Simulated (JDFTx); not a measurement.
Runs of JDFTx 1.7.0 (patched build) on Pb. The structure is cubic, space group Fm-3m (No. 225). Conventional cell: a = 4.950 Å, b = 4.950 Å, c = 4.950 Å, α = 90.00°, β = 90.00°, γ = 90.00°. Around Pb (site symmetry m-3m) lie 12 Pb at 3.50 Å. 

| task | level | potentials or basis | cell | cutoff (eV) | SCF threshold on the energy | further solve for the empty bands | gap on the mesh (eV) | pressure (GPa) | V0 of scaled cells (Å³/atom) | B0 (GPa) |
| --- | --- | --- | --- | --- | --- | --- | --- | --- | --- | --- |
| equation of state | LDA | PseudoDojo-SR-LDA-0.4.1-standard | as given | 762 | 1e-09 Ha | - | - | - | 28.98 | 55 |
| relaxation of the atoms | PBEsol | PseudoDojo-SR-PBEsol-0.4.1-standard | atoms relaxed from: relaxed cell strained by 0.01 in Voigt component 1 | 762 | 1e-10 Ha | no | none | -0.5 | - | - |
| relaxation of cell and atoms | PBEsol | PseudoDojo-SR-PBEsol-0.4.1-standard | relaxed | 762 | 1e-10 Ha | no | none | 0.0 | - | - |
| relaxation of the atoms | PBEsol | PseudoDojo-SR-PBEsol-0.4.1-standard | atoms relaxed from: relaxed cell strained by -0.01 in Voigt component 4 | 762 | 1e-10 Ha | no | none | 0.0 | - | - |
| equation of state | r2SCAN | SG15-PBE-1.2 | as given | 1088 | 1e-09 Ha | - | - | - | (a) | 49 |
| relaxation of the atoms | PBEsol | PseudoDojo-SR-PBEsol-0.4.1-standard | atoms relaxed from: relaxed cell strained by 0.01 in Voigt component 4 | 762 | 1e-10 Ha | no | none | 0.0 | - | - |
| relaxation of the atoms | PBEsol | PseudoDojo-SR-PBEsol-0.4.1-standard | atoms relaxed from: relaxed cell strained by -0.01 in Voigt component 1 | 762 | 1e-10 Ha | no | none | 0.5 | - | - |

Alike in all rows: no spin polarisation; k mesh 9 × 9 × 9; smearing fermi-dirac 0.05 eV.

Q: Estimate the missing entries.

A: (a) 30.00.

Caveats: the relaxation stopped at its first step, so nothing moved (some runs); the potentials were made for another functional, which shifts forces and pressure (some runs).

A k mesh can miss the band edges, and the runs leave out spin-orbit coupling on Pb.

A gap of «none» marks a metal or a gap under the smearing width.
